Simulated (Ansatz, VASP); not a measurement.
## Two plane-wave programs on Nb

```
Nb
1.0
     2.92702    0.00000    0.00000
     0.00000    4.13943    0.00000
     0.00000    0.00000   21.25767
Nb
4
Cartesian
  1.4635 2.0697 4.0000
  0.0000 0.0000 5.4635
  1.4635 2.0697 7.0286
  0.0000 0.0000 8.2577
```

Alike in both runs: task single point; functional LDA; k mesh 9 × 7 × 1; occupations gaussian, width 0.1 eV; no spin polarisation.

|  | VASP | Ansatz |
| --- | --- | --- |
| version | VASP 6.6.1 | Ansatz 0.2.0 |
| potentials or method | VASP PAW LDA potentials, release 64 (Nb_sv) | scalar-relativistic, plane waves, PAW |
| plane-wave cutoff (eV) | 520 | 420 |
| valence electrons in the cell | 52 | 52 |

```csv
,VASP,Ansatz,Ansatz less VASP
gap on the k mesh at the Fermi level (eV),none,none,-
rms of the force components (eV/Å),0.570,0.567,-0.0025
"work function, face that differs most (eV)",3.96,4.08,+0.121
```

Atom by atom the forces differ by 0.005 eV/Å (rms over components). A gap of «none» marks a metal or a gap that the smearing closes.
